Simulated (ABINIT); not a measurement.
## Ag: band structure with LDA

Crystal: Ag.

```
Ag
1.0
     0.00000    2.04275    2.04275
     2.04275    0.00000    2.04275
     2.04275    2.04275    0.00000
Ag
1
Direct
  0.00000 0.00000 0.00000
```

| Quantity | Value |
| --- | --- |
| Program | ABINIT 10.8.3 (patched build) |
| Task | band structure |
| Functional | LDA |
| Potentials or basis | JTH PAW LDA v2.0 |
| Cutoff | 463 eV |
| k mesh | 11 × 11 × 11 |
| Occupations | fermi-dirac, width 0.05 eV |
| Spin | spin-orbit coupling, no magnetisation |
| Fine-grid cutoff | 925.187 eV |

* Pressure: -7.7 GPa
* Band gap on the k mesh: none (metal or under the smearing width)
* Valence electrons inside the program's atomic spheres: Ag 9.81 (radii [1.331] Å)

Levels at the corners of the path, in eV from the Fermi level:
```
point  band 7  band 8  band 9  band 10  band 11  band 12  band 13  band 14
    Γ   -4.77   -4.77   -3.87    -3.87    -3.87    -3.87    16.50    16.50
    X   -3.04   -3.04   -2.71    -2.71     1.32     1.32     6.45     6.45
    W   -3.88   -3.88   -2.90    -2.90     5.52     5.52     5.87     5.87
    K   -3.71   -3.71   -3.15    -3.15     4.02     4.02     5.00     5.00
    Γ   -4.77   -4.77   -3.87    -3.87    -3.87    -3.87    16.50    16.50
    L   -3.22   -3.22   -3.00    -3.00    -0.66    -0.66     3.32     3.32
    U   -3.71   -3.71   -3.15    -3.15     4.02     4.02     5.00     5.00
    W   -3.88   -3.88   -2.90    -2.90     5.52     5.52     5.87     5.87
    L   -3.22   -3.22   -3.00    -3.00    -0.66    -0.66     3.32     3.32
    K   -3.71   -3.71   -3.15    -3.15     4.02     4.02     5.00     5.00
```

It took 49 s on 1 thread of Intel(R) Xeon(R) Platinum 8559C (Emerald Rapids) (shared host), peak memory 0.11 GiB.
